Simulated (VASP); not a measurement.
## VASP 6.6.1 run: InAs

INCAR

```
GGA = PE
ISIF = 2
NBANDS = 16
PREC = Accurate
ENCUT = 520
SIGMA = 0.02
ISMEAR = -1
LASPH = .TRUE.
IBRION = -1
EDIFF = 0.001
LCHARG = .FALSE.
LREAL = .FALSE.
LWAVE = .FALSE.
NELM = 61
NSW = 0
```

KPOINTS

```
KPOINTS created by Atomic Simulation Environment
0
Gamma
8 8 8
0 0 0
```

POSCAR

```
In As
 1.0000000000000000
     0.0000000000000000    3.1156822824999999    2.9876679456000002
     3.1156822824999999    0.0000000000000000    2.9876679456000002
     3.1156822824999999    3.1156822824999999    0.0000000000000000
 In  As
   1   1
Cartesian
  0.0000000000000000  0.0000000000000000  0.0000000000000000
  1.5578411412499999  1.5578411412499999  1.4938339728000001
```

The recommended PBE PAW datasets give the neutral cell 18 valence electrons.

Command

```
mpirun -np 1 vasp_std
```

OSZICAR

```
N       E                     dE             d eps       ncg     rms          rms(c)
DAV:   1     0.114087797126E+03    0.11409E+03   -0.82247E+03  1896   0.119E+03
DAV:   2    -0.238022666031E-01   -0.11411E+03   -0.10928E+03  2096   0.294E+02
DAV:   3    -0.775949874644E+01   -0.77357E+01   -0.77001E+01  2408   0.753E+01
DAV:   4    -0.795836018016E+01   -0.19886E+00   -0.19882E+00  2384   0.136E+01
DAV:   5    -0.796760360149E+01   -0.92434E-02   -0.92433E-02  2800   0.251E+00    0.419E+00
DAV:   6    -0.772488112731E+01    0.24272E+00   -0.37156E-01  2992   0.975E+00    0.233E+00
DAV:   7    -0.770355063474E+01    0.21330E-01   -0.10759E-01  2536   0.276E+00    0.708E-01
DAV:   8    -0.770478956704E+01   -0.12389E-02   -0.12300E-02  2384   0.124E+00    0.168E-01
DAV:   9    -0.770540391328E+01   -0.61435E-03   -0.84640E-04  1760   0.283E-01
   1 F= -.77054039E+01 E0= -.77053956E+01  d E =-.167249E-04
```

From OUTCAR

```
k-points           NKPTS =     59   k-points in BZ     NKDIM =     59   number of bands    NBANDS=     16

   NELECT =      18.0000    total number of electrons

   dimension x,y,z NGX =    32 NGY =   32 NGZ =   36
   dimension x,y,z NGXF=    64 NGYF=   64 NGZF=   72

  energy-cutoff  :      520.00
  volume of cell :       58.01
      direct lattice vectors                 reciprocal lattice vectors
     0.000000000  3.115682282  2.987667946    -0.160478494  0.160478494  0.167354609
     3.115682282  0.000000000  2.987667946     0.160478494 -0.160478494  0.167354609
     3.115682282  3.115682282  0.000000000     0.160478494  0.160478494 -0.167354609

 k-points in reciprocal lattice and weights: KPOINTS created by Atomic Simulation Env
   0.00000000  0.00000000  0.00000000       0.002
   0.12500000  0.00000000  0.00000000       0.016
   0.25000000  0.00000000  0.00000000       0.016
   0.37500000  0.00000000  0.00000000       0.016
   0.50000000  0.00000000  0.00000000       0.008
   0.12500000  0.12500000  0.00000000       0.004
   0.25000000  0.12500000  0.00000000       0.016
   0.37500000  0.12500000  0.00000000       0.016
   ...

 E-fermi :   4.0697

 k-point     1 :       0.0000    0.0000    0.0000
  band No.  band energies     occupation
      1     -10.2740      2.00000
      2     -10.2740      2.00000
      3     -10.2598      2.00000
      4     -10.1675      2.00000
      5     -10.1592      2.00000
      6      -7.5281      2.00000
      7       3.5760      2.00000
      8       3.9682      1.98759
      9       3.9682      1.98759
     10       4.1496      0.03629
     11       7.8684      0.00000
     12       7.9533      0.00000
     13       7.9533      0.00000
     14      11.3501      0.00000
     15      13.2546      0.00000
     16      13.8593      0.00000

 k-point     2 :       0.1250    0.0000    0.0000
  band No.  band energies     occupation
      1     -10.2865      2.00000
      2     -10.2690      2.00000
      3     -10.2585      2.00000
      4     -10.1679      2.00000
      5     -10.1588      2.00000
      6      -7.3806      2.00000
      7       2.1039      2.00000
      8       3.7798      2.00000
      9       3.9245      1.99860
     10       4.9804      0.00000
     11       7.9654      0.00000
     12       8.2036      0.00000
     13       8.2327      0.00000
     14      12.1506      0.00000
     15      12.5388      0.00000
     16      12.9323      0.00000

 k-point     3 :       0.2500    0.0000    0.0000
  band No.  band energies     occupation
      1     -10.3221      2.00000
      2     -10.2582      2.00000
      3     -10.2493      2.00000
      4     -10.1676      2.00000
      5     -10.1565      2.00000
      6      -6.9776      2.00000
      7       0.4134      2.00000
      8       3.4043      2.00000
      9       3.5994      2.00000
     10       5.1455      0.00000
     11       8.5599      0.00000
     12       8.5766      0.00000
     13       9.0973      0.00000
     14      12.1996      0.00000
     15      12.4459      0.00000
     16      12.7445      0.00000

 ...

  Total        0.1424418      0.1424418      0.5929938      0.0000000      0.0000000      0.0000000
  in kB        3.9344082      3.9344082     16.3791785      0.0000000      0.0000000      0.0000000
  external PRESSURE =       8.0826650 kB  Pullay stress =       0.0000000 kB

 POSITION                                       TOTAL-FORCE (eV/Angst)
 -----------------------------------------------------------------------------------
      0.00000      0.00000      0.00000        -0.000000     -0.000000      0.000000
      1.55784      1.55784      1.49383         0.000000      0.000000     -0.000000
 -----------------------------------------------------------------------------------
    total drift:                               -0.000003     -0.000003      0.000002

  FREE ENERGIE OF THE ION-ELECTRON SYSTEM (eV)
  ---------------------------------------------------
  free  energy   TOTEN  =        -7.7054039133 eV

  energy  without entropy=       -7.7053871884  energy(sigma->0) =       -7.70539555
```

It converged. Results: gap between bands v and c on the k mesh 0.18 eV; least direct gap on the k mesh 0.18 eV; pressure 0.8 GPa. Band v is the last that the valence electrons fill when counted band by band, and c is the next.

For comparison, a separate PBE run of the intended cell, on usual settings and not on those above, gives a gap of 0.18 eV on its mesh and a pressure of 1.1 GPa.

The run above took about 29 s on one core of a shared host (Intel Xeon Platinum 8488C) and held 0.2 GiB at most.
